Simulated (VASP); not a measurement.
# PbF2 (Fluorocronite): equation of state with PBE+D3(BJ)

PbF2 (Fluorocronite):

```
CELL_PARAMETERS angstrom
0.00000 2.97794 2.97794
2.97794 0.00000 2.97794
2.97794 2.97794 0.00000
ATOMIC_POSITIONS crystal
Pb 0.00000 0.00000 0.00000
F 0.75000 0.75000 0.75000
F 0.25000 0.25000 0.25000
```

```yaml
Program: VASP 6.6.1
Task: equation of state
Functional: PBE
Dispersion: D3(BJ)
Potentials_or_basis: VASP PAW PBE potentials, release 64 (Pb_d, F)
Cutoff: 520 eV
k_mesh: 8 × 8 × 8
Occupations: gaussian, width 0.02 eV
Spin: no spin polarisation
Ladder: gaps
Further_INCAR_settings: ALGO = Normal; EDIFF = 1e-07
```

The equilibrium volume is 17.69 Å³/atom and the bulk modulus is 70 GPa. The pressure derivative of the bulk modulus is 5.4 (rough: it moves with the points fitted).

Energy against volume, from the lowest point:
| volume (Å³/atom) | energy (meV/atom) |
| --- | --- |
| 16.902 | 8.25 |
| 17.254 | 2.36 |
| 17.606 | 0.00 |
| 17.958 | 0.82 |
| 18.310 | 4.37 |

All runs of the series together: 89 s on 1 thread of Intel(R) Xeon(R) Platinum 8259CL CPU @ 2.50GHz (Skylake/Cascade Lake), with other jobs on the host.

The run has no spin-orbit coupling, so splittings on Pb are missing. Zero-point motion and thermal expansion aren't in these numbers.
